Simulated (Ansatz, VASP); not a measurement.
## Ga in VASP and in Ansatz

The input INCAR:

```
PREC = Accurate
ENCUT = 520
EDIFF = 1E-7
ISMEAR = -1
SIGMA = 0.05
LREAL = F
LASPH = T
NELM = 80
ALGO = Normal
ISIF = 2
LWAVE = F
LCHARG = F
GGA = PE
NBANDS = 20
```

KPOINTS

```
regular mesh
0
Gamma
  10 8 7
```

POSCAR

```
Ga
1.0
    2.7408712373      0.0000000000      0.0000000000
    0.0000000000      3.2372572885      0.0000000000
   -1.3252743986      0.0000000000      3.9363439549
Ga
2
Direct
    0.1345962700      0.7500000000      0.7701668300
    0.8654037300      0.2500000000      0.2298331700
```

input.yaml

```yaml
crystal:
  lattice:
    - [2.7408712373, 0.0, 0.0]
    - [0.0, 3.2372572885, 0.0]
    - [-1.3252743986, 0.0, 3.9363439549]
  atoms:
    - { symbol: Ga, position: [0.13459627, 0.75, 0.77016683] }
    - { symbol: Ga, position: [0.86540373, 0.25, 0.22983317] }
hamiltonian:
  xc: pbe
  pseudopotentials: { kind: paw }
kpoints:
  mp_grid: { grid: [10, 8, 7] }
scf:
  occupations: { method: fermi_dirac, width: 0.05 }
output:
  forces: true
  stress: true
  eigenvalues: true
  write_density: true
  write_potential: true
  elf: true
  volumetric_format: npy
```

Change from the starting cell: volume scaled by 0.96.

Alike in both runs: task single point; functional PBE; k mesh 10 × 8 × 7; occupations fermi-dirac, width 0.05 eV; no spin polarisation.

|  | VASP | Ansatz |
| --- | --- | --- |
| version | VASP 6.6.1 | Ansatz 0.2.0 |
| potentials or method | VASP PAW PBE potentials, release 64 (Ga_d) | Ansatz PAW |
| plane-wave cutoff (eV) | 520 | 420 |
| valence electrons in the cell | 26 | 26 |

|  | VASP | Ansatz | Ansatz less VASP |
| --- | --- | --- | --- |
| gap on the k mesh at the Fermi level (eV) | none | none | - |
| pressure (GPa) | 6.1 | 5.9 | -0.17 |
| largest component of the traceless stress (GPa) | 1.20 | 1.17 | -0.034 |
| rms of the force components (eV/Å) | 0.059 | 0.059 | 0.0000 |

Atom by atom the forces differ by 0.000 eV/Å (rms over components). A gap of «none» marks a metal or a gap that the smearing closes. With one functional, cell and mesh, what is left measures potentials, basis and numerics.
